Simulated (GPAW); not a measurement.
Pb:

```xyz
2
Lattice="3.4800 0.0000 0.0000 -1.7400 3.0138 0.0000 0.0000 0.0000 5.5900" Properties=species:S:1:pos:R:3 pbc="T T T"
Pb    1.7400    1.0046    4.1925
Pb    0.0000    2.0092    1.3975
```

This isn't the form of Pb at room conditions, which is fcc.

| Item | Value |
| --- | --- |
| Program | GPAW 26.7.0 |
| Task | relaxation of cell and atoms |
| Functional | PBEsol |
| Dispersion | D3(BJ) |
| Potentials or basis | PAW data sets generated in the run's folder for this functional |
| Cutoff | 600 eV |
| Basis | pw |
| k mesh | 7 × 7 × 4 |
| Occupations | fermi-dirac, width 0.05 eV |
| Spin | no spin polarisation |

At the start: pressure -2.1 GPa; volume 29.31 Å³/atom.

Question: Where does the relaxation end?

Answer: Over 7 steps the energy falls by 9.5 meV/atom and the volume is 28.14 Å³/atom (-4.0 %); space group P6_3/mmc (No. 194, to 0.05 Å).

Step by step:
```csv
step,energy change (eV),largest force (eV/Å),pressure (GPa),volume (Å³)
1,0.0000,0.0001,-2.14,58.63
2,-0.0064,0.0000,-1.74,58.14
3,-0.0185,0.0000,0.19,56.08
4,-0.0186,0.0000,0.05,56.22
5,-0.0187,0.0000,-0.02,56.28
6,-0.0189,0.0000,-0.06,56.32
7,-0.0190,0.0000,-0.03,56.29
```

Final structure:
```
Pb
1.0
     3.44742    0.00000    0.00000
    -1.72371    2.98555    0.00000
     0.00000    0.00000    5.46867
Pb
2
Cartesian
  1.7237 0.9952 4.1015
  0.0000 1.9904 1.3672
```

Caveat: later steps reuse the first step's grids; pairwise dispersion overbinds metals, which lowers pressure and volume.
